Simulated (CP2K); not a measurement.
Crystal: TiO2.

```
Ti O
1.0
     4.81270    0.00000    0.00000
     0.00000    4.87188    0.00000
    -0.86289    0.00000    4.96659
Ti O
4 8
Direct
  0.27744 0.05281 0.21315
  0.72256 0.55281 0.28685
  0.72256 0.94719 0.78685
  0.27744 0.44719 0.71315
  0.06384 0.17697 0.85156
  0.93616 0.67697 0.64844
  0.93616 0.82303 0.14844
  0.06384 0.32303 0.35156
  0.44536 0.75763 0.46677
  0.55464 0.25763 0.03323
  0.55464 0.24237 0.53323
  0.44536 0.74237 0.96677
```

The cell comes from a database or a generator and needn't be the stable form of this composition.

Base run:

```yaml
Program: CP2K 2026.2
Functional: HLE16
Potentials_or_basis: POTENTIAL_UZH Ti GTH-PBE-q12, O GTH-PBE-q6; DZVP-MOLOPT-PBE-GTH basis
Density_cutoff: 11565 eV
k_mesh: 5 × 4 × 4
Occupations: fermi-dirac, width 0.05 eV
Spin: no spin polarisation
```

Its results: band gap on the k mesh 2.17 eV, indirect (least direct gap 2.19 eV); pressure -34.0 GPa; largest force 1.097 eV/Å.

Question: After a change of settings the same cell gave: band gap on the k mesh 2.23 eV, indirect (least direct gap 2.29 eV); pressure -6.7 GPa; largest force 0.134 eV/Å. Which change was it?
A. functional from HLE16 to PBE
B. functional from HLE16 to PBEsol
C. functional from HLE16 to SCAN
D. functional from HLE16 to LDA

Answer: D.

Caveats: the potentials were made for another functional, which shifts forces and pressure; an odd mesh through Γ misses points on the zone boundary, where band edges often lie; the basis of atomic orbitals isn't converged, which shifts pressures, moduli and gaps; the potentials were made for a functional far from this one (some runs); the cell as given lies far from equilibrium (some runs).
